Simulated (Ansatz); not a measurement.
# Ru (P6_3/mmc), work and stress of cleavage

Computed with DFT PBE, scalar-relativistic, plane waves, PAW in Ansatz. Cutoff 420 eV, Γ-centred 25×25×5 k-points, Gaussian smearing of 0.15 eV. No spin polarisation. Energies are free energies at this smearing, counted from the undisturbed cell; pressure is positive in compression.

The undisturbed cell (relaxed at this level):

```yaml
crystal:
  lattice:
    - [-2.72003, 0.00000, 0.00000]
    - [-1.36001, -2.35561, 0.00000]
    - [0.00000, 0.00000, 12.89031]
  atoms:
    - { symbol: Ru, position: [0.33333, 0.33333, 0.91668] }
    - { symbol: Ru, position: [0.33333, 0.33333, 0.25002] }
    - { symbol: Ru, position: [0.33333, 0.33333, 0.58335] }
    - { symbol: Ru, position: [0.66667, 0.66667, 0.08335] }
    - { symbol: Ru, position: [0.66667, 0.66667, 0.41668] }
    - { symbol: Ru, position: [0.66667, 0.66667, 0.75002] }
```

The cut lies on the cell's a–b face, a (0 0 1) plane (indices in the standard cell, whose axes needn't be the Cartesian ones shown) of area 6.41 Å², between layers 2.15 Å apart. Vector c is lengthened by d along the normal with the atoms' Cartesian places fixed: one unrelaxed cut a cell. The traction is positive where the two halves pull on each other.

```csv
d (Å),energy (J/m²),traction (GPa)
-0.30,1.40,-112.7
0.00,0.00,0.4
0.50,1.35,37.2
1.00,3.07,29.8
2.00,4.90,8.7
3.00,5.32,1.5
6.00,5.40,0.0
```

What are the work of separation and the cleavage stress, and do they fit the universal binding curve?

The energy levels off near W ≈ 5.40 J/m² (the traction is down to 0.0 GPa), the energy of the two unrelaxed faces, 2.70 J/m² each on average. The largest sampled traction is 37.2 GPa at d = 0.50 Å, and a parabola through it and its two neighbours peaks at σ_max ≈ 39.6 GPa, d ≈ 0.67 Å. The curve E = W[1 − (1 + d/ℓ)exp(−d/ℓ)] peaks in traction at d = ℓ with σ_max = W/(eℓ); with 1 J/m² per Å = 10 GPa this W and σ_max give ℓ = 0.50 Å. A parabola through that curve at the same three d peaks at 0.65 Å, against 0.67 Å here, a fair fit. Real crystals break at far lower stress, because cracks concentrate it, and on the plane of lowest W, which needn't be this one.

The cut is rigid; relaxing the faces lowers these energies and usually the stresses.

In a metal these slopes depend on the k mesh and the smearing.

Cost: 7 runs of about 5.2 core-minutes in all, on Intel Xeon Platinum 8488C (Sapphire Rapids) (shared hosts).